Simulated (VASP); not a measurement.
# Hf (P-1) in VASP: notebook

The runs below take Hf through relaxation of cell and atoms, with PBE.

Program: VASP 6.6.1. These are calculated values, not measurements. Logs are shortened: lines on timing, memory, paths and dates and some standing lists are left out, and cuts for length are marked.

## (1) The cell of the first run

The typed cell holds 2 atoms: a = 3.140 Å, b = 3.140 Å, c = 4.440 Å, α = 90.00°, β = 90.00°, γ = 90.00°.

This isn't the form of Hf at room conditions, which is hcp.

## (2) Relaxation of cell and atoms, PBE (pressure_gpa = 0; all atoms moved at random, sigma 0.1 Å a component)

Contents of INCAR:

```
SYSTEM = Hf
ALGO = Normal ; EDIFF = 1E-6
EDIFFG = -0.01 ; ENCUT = 600
GGA = PE ; IBRION = 2
ISIF = 3 ; ISMEAR = -1
LASPH = .TRUE. ; LCHARG = .FALSE.
LREAL = .FALSE. ; LWAVE = .FALSE.
NELM = 60 ; NSW = 60
PREC = Accurate ; PSTRESS = 0
SIGMA = 0.05
```

Contents of KPOINTS:

```
k-points
0
G
  9 9 6
  0 0 0
```

Contents of POSCAR:

```
Hf
1.0
    0.0000000000     -2.2200000000     -2.2200000000
    0.0000000000      2.2200000000     -2.2200000000
    4.4400000000      0.0000000000      0.0000000000
Hf
2
Direct
    0.5138198400      0.4808622700      0.5061421700
    0.9861801600      0.0191377300      0.9938578300
```

Potentials or basis: VASP PAW PBE potentials, release 64 (Hf_pv).

Run with:

```console
cat potpaw_PBE.64/Hf_pv/POTCAR > POTCAR
mpirun -np 1 vasp_std > vasp.out
```

OUTCAR:

```text
SYSTEM = Hf
   EDIFF = 1E-6
   EDIFFG = -0.01
   ENCUT = 600
   GGA = PE
   IBRION = 2
   ISIF = 3
   ISMEAR = -1
   LASPH = .TRUE.
   LREAL = .FALSE.
   NELM = 60
   NSW = 60
   PREC = Accurate
   PSTRESS = 0

 ion  position               nearest neighbor table
   1  0.514  0.481  0.506-   2 3.00   2 3.08   2 3.09   2 3.12   2 3.17   2 3.20   2 3.21   2 3.28

   2  0.986  0.019  0.994-   1 3.00   1 3.08   1 3.09   1 3.12   1 3.17   1 3.20   1 3.21   1 3.28

  LATTYP: Found a simple tetragonal cell.
 ALAT       =     3.1395541085
 C/A-ratio  =     1.4142135624

  Lattice vectors:

 A1 = (   0.0000000000,  -2.2200000000,  -2.2200000000)
 A2 = (   0.0000000000,   2.2200000000,  -2.2200000000)
 A3 = (   4.4400000000,   0.0000000000,   0.0000000000)

Analysis of symmetry for initial positions (statically):
=====================================================================
 Subroutine PRICEL returns:
 Original cell was already a primitive cell.

 Routine SETGRP: Setting up the symmetry group for a
 simple tetragonal supercell.

 Subroutine GETGRP returns: Found  2 space group operations
 (whereof  1 operations were pure point group operations)
 out of a pool of 16 trial point group operations.

The static configuration has the point symmetry C_1 .
 The point group associated with its full space group is S_2 .

Analysis of symmetry for dynamics (positions and initial velocities):
=====================================================================
 Subroutine PRICEL returns:
 Original cell was already a primitive cell.

 Routine SETGRP: Setting up the symmetry group for a
 simple tetragonal supercell.

 Subroutine GETGRP returns: Found  2 space group operations
 (whereof  1 operations were pure point group operations)
 out of a pool of 16 trial point group operations.

The dynamic configuration has the point symmetry C_1 .
 The point group associated with its full space group is S_2 .

 Subroutine INISYM returns: Found  2 space group operations
 (whereof  1 operations are pure point group operations),
 and found     1 'primitive' translations

----------------------------------------------------------------------------------------

                                     Primitive cell

  volume of cell :      43.7642

  direct lattice vectors                    reciprocal lattice vectors
     0.000000000 -2.220000000 -2.220000000     0.000000000 -0.225225225 -0.225225225
     0.000000000  2.220000000 -2.220000000     0.000000000  0.225225225 -0.225225225
     4.440000000  0.000000000  0.000000000     0.225225225  0.000000000  0.000000000
[... 118 lines left out ...]
  volume of cell :       43.76
 maximum number of plane-waves:      1480
 NGX is ok and might be reduce to    28
   NGX = 13   NGY = 13   NGZ = 17

--------------------------------------- Ionic step        1  -------------------------------------------

 number of electron      19.9999999 magnetization

 Free energy of the ion-electron system (eV)
  ---------------------------------------------------
  ext. energy  EPLUGINS =         0.00000000
  ---------------------------------------------------
  free energy    TOTEN  =       -19.66245922 eV

  energy without entropy =      -19.63601296  energy(sigma->0) =      -19.64923609

------------------------ aborting loop because EDIFF is reached ----------------------------------------

  FORCE on cell =-STRESS in cart. coord.  units (eV):
  Direction    XX          YY          ZZ          XY          YZ          ZX
  --------------------------------------------------------------------------------------
  -------------------------------------------------------------------------------------
  Total        0.9470471      1.1069263      0.6422247     -0.0775613     -0.0353024      0.0216546
  in kB       34.6707525     40.5238200     23.5114094     -2.8394681     -1.2923976      0.7927609
  external PRESSURE =      32.9019940 kB  Pullay stress =       0.0000000 kB
[... 89 lines left out ...]
  FREE ENERGIE OF THE ION-ELECTRON SYSTEM (eV)
  ---------------------------------------------------
  free  energy   TOTEN  =       -19.6914235241 eV

  energy  without entropy=      -19.6646245399  energy(sigma->0) =      -19.67802403

[... ionic steps 4 to 11 ...]

--------------------------------------- Ionic step       12  -------------------------------------------

 number of electron      19.9999999 magnetization

------------------------ aborting loop because EDIFF is reached ----------------------------------------
[... 67 lines left out ...]
--------------------------------------- Ionic step       14  -------------------------------------------

 number of electron      19.9999999 magnetization

 Free energy of the ion-electron system (eV)
  ---------------------------------------------------
  ext. energy  EPLUGINS =         0.00000000
  ---------------------------------------------------
  free energy    TOTEN  =       -19.71651252 eV

  energy without entropy =      -19.68913889  energy(sigma->0) =      -19.70282570

 E-fermi :   4.7145     XC(G=0): -11.2566

 val. band max:        4.7140966504   @ k =   0.2222   0.0000   0.3333
 cond. band min:       4.7147562920   @ k =   0.0000  -0.2222   0.3333
 fundamental gap:      0.0006596416
 Fermi energy:         4.7145251760

 k-point     1 :       0.0000    0.0000    0.0000
  band No.  band energies     occupation
      1     -26.0950      2.00000
      2     -25.6498      2.00000
      3     -25.6497      2.00000
      4     -25.3509      2.00000
      5     -25.3509      2.00000
      6     -25.3495      2.00000
      7      -2.4933      2.00000
      8       1.4942      2.00000
      9       2.5633      2.00000
     10       6.0363      0.00000
     11       6.0370      0.00000
     12       6.2089      0.00000
     13       7.3440      0.00000
     14       8.7304      0.00000
[... 377 lines left out ...]
      1     -25.9117      2.00000
      2     -25.8367      2.00000
      3     -25.6773      2.00000
      4     -25.6461      2.00000
      5     -25.4716      2.00000
      6     -25.4619      2.00000
      7      -0.4692      2.00000
      8       2.8407      2.00000
      9       3.9179      2.00000
     10       4.2521      1.99981
     11       4.7407      0.74419
     12       6.4227      0.00000
     13       7.2419      0.00000
     14       7.4194      0.00000

 [... further k-points ...]
[... 5 lines left out ...]
  --------------------------------------------------------------------------------------
  -------------------------------------------------------------------------------------
  Total        0.0038965      0.0009410      0.0000197     -0.0062949     -0.0007869      0.0022363
  in kB        0.1386037      0.0334734      0.0006994     -0.2239142     -0.0279907      0.0795469
  external PRESSURE =       0.0575921 kB  Pullay stress =       0.0000000 kB
[... 17 lines left out ...]
  FREE ENERGIE OF THE ION-ELECTRON SYSTEM (eV)
  ---------------------------------------------------
  free  energy   TOTEN  =       -19.7165125246 eV

  energy  without entropy=      -19.6891388853  energy(sigma->0) =      -19.70282570

 reached required accuracy - stopping structural energy minimisation
```

OSZICAR:

```text
N       E                     dE             d eps       ncg     rms          rms(c)
DAV:   1     0.522893469220E+02    0.52289E+02   -0.12404E+04  6856   0.151E+03
DAV:   2    -0.181160637414E+02   -0.70405E+02   -0.69191E+02  8488   0.289E+02
DAV:   3    -0.202938745566E+02   -0.21778E+01   -0.21226E+01  9244   0.326E+01
DAV:   4    -0.203156182752E+02   -0.21744E-01   -0.21713E-01  7482   0.396E+00
[... 103 lines left out ...]
DAV:   1    -0.197166154789E+02   -0.13740E-03   -0.22340E-02  6832   0.132E+00    0.154E-01
DAV:   2    -0.197165599560E+02    0.55523E-04   -0.85379E-04  8890   0.249E-01    0.524E-02
DAV:   3    -0.197165233737E+02    0.36582E-04   -0.44088E-05  8098   0.527E-02    0.342E-02
DAV:   4    -0.197165131592E+02    0.10215E-04   -0.20722E-05  8940   0.354E-02    0.195E-02
DAV:   5    -0.197165125246E+02    0.63453E-06   -0.10611E-06  4878   0.874E-03
  14 F= -.19716513E+02 E0= -.19702826E+02  d E =-.346211E-04
```

CONTCAR:

```text
Hf
   1.00000000000000
    -0.0003124139926612   -2.2529166957315336   -2.2530227195048411
     0.0005723856043914    2.2528872758778355   -2.2528396954307852
     4.4370602949783375    0.0006955735056074   -0.0002911721531347
  Hf
     2
Direct
     0.4998536645249642    0.5001731449532696    0.5001282305213851
     0.0001463354750359    0.9998268550467303    0.9998717694786149

  0.00000000E+00  0.00000000E+00  0.00000000E+00
  0.00000000E+00  0.00000000E+00  0.00000000E+00
```

It took 9.9 min on 1 thread of Intel Xeon Platinum 8488C (Sapphire Rapids), shared host; peak memory 0.31 GiB.

Results:

```yaml
Free_energy: -19.7165 eV
Relaxed_volume: 22.52 Å³/atom
Relaxed_cell: a = 3.186 Å, b = 3.186 Å, c = 4.437 Å, α = 89.98°, β = 90.01°, γ = 90.00°
Space_group_after_relaxing_to_0.05_Å: I4/mmm (No. 139)
Energy_gained_by_relaxing: 27.0 meV/atom
Ionic_steps: 14
Pressure_after_relaxing: 0.0 GPa
Largest_force_after_relaxing: 0.006 eV/Å
Band_gap_on_the_k_mesh: none (metal or under the smearing width)
```

Forces on the atoms (eV/Å):
```
Hf  -0.005 -0.004  0.000
Hf   0.005  0.004  0.000
```

The path:
| step | energy change (eV) | largest force (eV/Å) | pressure (GPa) | volume (Å³) |
| --- | --- | --- | --- | --- |
| 1 | 0.0000 | 0.5626 | 3.29 | 43.76 |
| 2 | -0.0200 | 0.2748 | -3.38 | 46.67 |
| 3 | -0.0290 | 0.3604 | -1.15 | 45.61 |
| 4 | -0.0436 | 0.2115 | -0.45 | 45.25 |
| 5 | -0.0498 | 0.0860 | 0.48 | 44.83 |
| 6 | -0.0521 | 0.0537 | -0.41 | 45.22 |
| 7 | -0.0521 | 0.0515 | -0.49 | 45.26 |
| 8 | -0.0535 | 0.0361 | 0.07 | 45.01 |
| 9 | -0.0535 | 0.0365 | 0.07 | 45.00 |
| 10 | -0.0539 | 0.0233 | -0.01 | 45.05 |
| 11 | -0.0539 | 0.0194 | -0.06 | 45.07 |
| 12 | -0.0540 | 0.0120 | 0.08 | 45.01 |
| 13 | -0.0540 | 0.0111 | 0.10 | 45.00 |
| 14 | -0.0541 | 0.0064 | 0.01 | 45.04 |

Final structure:
```xyz
2
Lattice="-0.0003 -2.2529 -2.2530 0.0006 2.2529 -2.2528 4.4371 0.0007 -0.0003" Properties=species:S:1:pos:R:3 pbc="T T T"
Hf    2.2192    0.0011   -2.2531
Hf    4.4371    2.2529   -2.2531
```

Levels at points of the mesh, in eV from the Fermi level:
```tsv
k point	band 8	band 9	band 10	band 11	band 12	band 13
(0.00, 0.00, 0.00)	-3.22	-2.15	1.32	1.32	1.49	2.63
(0.00, 0.00, 0.50)	-4.68	-0.72	-0.72	1.53	1.54	2.99
```

## (3) Relaxation of cell and atoms, PBE, target pressure 2 GPa, at which the enthalpy is minimised (pressure_gpa = 2; all atoms moved at random, sigma 0.1 Å a component)

Edit INCAR of step 2 so:

```diff
@@ -8,3 +8,3 @@
 NELM = 60 ; NSW = 60
-PREC = Accurate ; PSTRESS = 0
+PREC = Accurate ; PSTRESS = 20
 SIGMA = 0.05
```

KPOINTS is that of step 2.

POSCAR is that of step 2.

Potentials or basis: VASP PAW PBE potentials, release 64 (Hf_pv).

Run with:

```console
cat potpaw_PBE.64/Hf_pv/POTCAR > POTCAR
mpirun -np 1 vasp_std > vasp.out
```

It took 11 min on 1 thread of Intel Xeon Platinum 8488C (Sapphire Rapids), shared host; peak memory 0.3 GiB.

It converged, with:

```yaml
Free_energy: -19.7113 eV
Relaxed_volume: 22.10 Å³/atom
Relaxed_cell: a = 3.168 Å, b = 3.168 Å, c = 4.405 Å, α = 90.00°, β = 90.00°, γ = 89.95°
Space_group_after_relaxing_to_0.05_Å: I4/mmm (No. 139)
Energy_change_on_relaxing_the_enthalpy_is_what_falls: -24.4 meV/atom
Ionic_steps: 16
Pressure_after_relaxing: 2.0 GPa
Largest_force_after_relaxing: 0.006 eV/Å
Band_gap_on_the_k_mesh: none (metal or under the smearing width)
```

Forces in eV/Å, atoms in the order of the input:
```
Hf  -0.006 -0.003  0.000
Hf   0.006  0.003  0.000
```

Step by step:
| step | energy change (eV) | largest force (eV/Å) | pressure (GPa) | volume (Å³) |
| --- | --- | --- | --- | --- |
| 1 | 0.0000 | 0.5626 | 3.29 | 43.76 |
| 2 | -0.0372 | 0.2935 | 0.41 | 44.89 |
| 3 | -0.0393 | 0.2671 | 0.07 | 45.03 |
| 4 | -0.0428 | 0.1182 | 2.19 | 44.12 |
| 5 | -0.0413 | 0.1064 | 2.52 | 43.98 |
| 6 | -0.0465 | 0.0716 | 2.03 | 44.19 |
| 7 | -0.0487 | 0.0618 | 1.71 | 44.32 |
| 8 | -0.0473 | 0.0401 | 2.18 | 44.13 |
| 9 | -0.0467 | 0.0375 | 2.32 | 44.08 |
| 10 | -0.0494 | 0.0325 | 1.85 | 44.26 |
| 11 | -0.0491 | 0.0307 | 1.92 | 44.23 |
| 12 | -0.0486 | 0.0238 | 2.03 | 44.19 |
| 13 | -0.0482 | 0.0204 | 2.12 | 44.16 |
| 14 | -0.0492 | 0.0126 | 1.93 | 44.23 |
| 15 | -0.0491 | 0.0134 | 1.95 | 44.22 |
| 16 | -0.0488 | 0.0063 | 2.01 | 44.20 |

Final structure:
```
Hf
1.0
    -0.00011   -2.23876   -2.24090
     0.00015    2.23891   -2.24089
     4.40492    0.00009   -0.00008
Hf
2
Direct
  0.49988 0.50008 0.50014
  0.00012 0.99992 0.99986
```

Levels at points of the mesh, in eV from the Fermi level:
```tsv
k point	band 6	band 7	band 8	band 9	band 10	band 11	band 12	band 13	band 14
(0.00, 0.00, 0.00)	-29.99	-7.27	-3.30	-2.22	1.32	1.33	1.52	2.75	4.08
(0.00, 0.00, 0.50)	-30.16	-4.70	-4.70	-0.77	-0.76	1.55	1.56	3.03	3.03
```

Caveat: the cell is relaxed towards a set pressure, so the enthalpy falls and the energy may rise. Spin-orbit coupling is left out, which matters for the levels of Hf.

## (4) Relaxation of cell and atoms, PBE, target pressure 5 GPa, at which the enthalpy is minimised (pressure_gpa = 5; all atoms moved at random, sigma 0.1 Å a component)

Edit INCAR of step 3 so:

```diff
@@ -8,3 +8,3 @@
 NELM = 60 ; NSW = 60
-PREC = Accurate ; PSTRESS = 20
+PREC = Accurate ; PSTRESS = 50
 SIGMA = 0.05
```

KPOINTS is that of step 3.

POSCAR is that of step 3.

Run with:

```console
cat potpaw_PBE.64/Hf_pv/POTCAR > POTCAR
mpirun -np 1 vasp_std > vasp.out
```

Run time: 14 min. Hardware: 1 thread of Intel Xeon Platinum 8488C (Sapphire Rapids), shared host; peak memory 0.31 GiB.

It converged, with:

```yaml
Free_energy: -19.6863 eV
Relaxed_volume: 21.52 Å³/atom
Relaxed_cell: a = 3.140 Å, b = 3.141 Å, c = 4.365 Å, α = 90.01°, β = 89.99°, γ = 89.97°
Space_group_after_relaxing_to_0.05_Å: I4/mmm (No. 139)
Energy_change_on_relaxing_the_enthalpy_is_what_falls: -11.9 meV/atom
Ionic_steps: 21
Pressure_after_relaxing: 5.0 GPa
Largest_force_after_relaxing: 0.009 eV/Å
Band_gap_on_the_k_mesh: none (metal or under the smearing width)
```

Forces in eV/Å, atoms in the order of the input:
```
Hf  -0.007 -0.005 -0.001
Hf   0.007  0.005  0.001
```

Step by step:
| step | energy change (eV) | largest force (eV/Å) | pressure (GPa) | volume (Å³) |
| --- | --- | --- | --- | --- |
| 1 | 0.0000 | 0.5626 | 3.29 | 43.76 |
| 2 | 0.0218 | 0.3216 | 7.17 | 42.30 |
| 3 | 0.0204 | 0.3287 | 7.05 | 42.35 |
| 4 | -0.0178 | 0.1292 | 5.04 | 43.03 |
| 5 | -0.0230 | 0.1176 | 4.65 | 43.18 |
| 6 | -0.0202 | 0.0842 | 5.10 | 43.01 |
| 7 | -0.0166 | 0.0643 | 5.49 | 42.87 |
| 8 | -0.0281 | 0.0344 | 4.57 | 43.21 |
| 9 | -0.0259 | 0.0347 | 4.76 | 43.14 |
| 10 | -0.0232 | 0.0281 | 5.04 | 43.04 |
| 11 | -0.0228 | 0.0299 | 5.08 | 43.02 |
| 12 | -0.0247 | 0.0242 | 4.94 | 43.08 |
| 13 | -0.0260 | 0.0209 | 4.82 | 43.12 |
| 14 | -0.0249 | 0.0157 | 4.91 | 43.08 |
| 15 | -0.0237 | 0.0112 | 5.02 | 43.04 |
| 16 | -0.0238 | 0.0115 | 5.04 | 43.05 |
| 17 | -0.0244 | 0.0133 | 4.97 | 43.07 |
| 18 | -0.0240 | 0.0120 | 5.00 | 43.05 |
| 19 | -0.0239 | 0.0116 | 4.99 | 43.05 |
| 20 | -0.0238 | 0.0115 | 4.99 | 43.05 |
| 21 | -0.0238 | 0.0089 | 5.02 | 43.05 |

Final structure:
```
CELL_PARAMETERS angstrom
0.00013 -2.21972 -2.22092
-0.00018 2.22048 -2.22151
4.36476 -0.00042 -0.00001
ATOMIC_POSITIONS crystal
Hf 0.49980 0.50016 0.50015
Hf 0.00020 0.99984 0.99985
```

Levels at points of the mesh, in eV from the Fermi level:
| k point | band 7 | band 8 | band 9 | band 10 | band 11 | band 12 | band 13 | band 14 |
| --- | --- | --- | --- | --- | --- | --- | --- | --- |
| (0.00, 0.00, 0.00) | -7.36 | -3.42 | -2.32 | 1.33 | 1.34 | 1.53 | 2.91 | 4.17 |
| (0.00, 0.00, 0.50) | -4.73 | -4.72 | -0.83 | -0.82 | 1.57 | 1.59 | 3.10 | 3.10 |

Caveat: the cell is relaxed towards a set pressure, so the enthalpy falls and the energy may rise. Spin-orbit coupling is left out, which matters for the levels of Hf.

[end of part 1 of 2]
